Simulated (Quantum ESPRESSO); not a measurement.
Crystal: CaO.

```xyz
2
Lattice="0.0000 2.4036 2.4036 2.4036 0.0000 2.4036 2.4036 2.4036 0.0000" Properties=species:S:1:pos:R:3 pbc="T T T"
Ca    0.0000    0.0000    0.0000
O     2.4036    2.4036    2.4036
```

The cell is a database's computed one.

Base run:

* Program: Quantum ESPRESSO 7.5
* Functional: PBEsol
* Potentials or basis: SG15 PBE 1.2
* Cutoff: 1197 eV
* Density cutoff: 4789 eV
* k mesh: 10 × 10 × 10
* Occupations: fermi-dirac, width 0.05 eV
* Spin: no spin polarisation

Its results: band gap on the k mesh 3.55 eV, indirect (least direct gap 3.93 eV); pressure -2.4 GPa.

The run is repeated on the same cell with these changes: functional from PBEsol to BLYP. What comes out?

Band gap on the k mesh 3.76 eV, indirect (least direct gap 4.13 eV); pressure 4.2 GPa.

BLYP binds less tightly than PBEsol, so the same cell stands under more pressure.

Caveats: the potentials were made for another functional, which shifts forces and pressure.
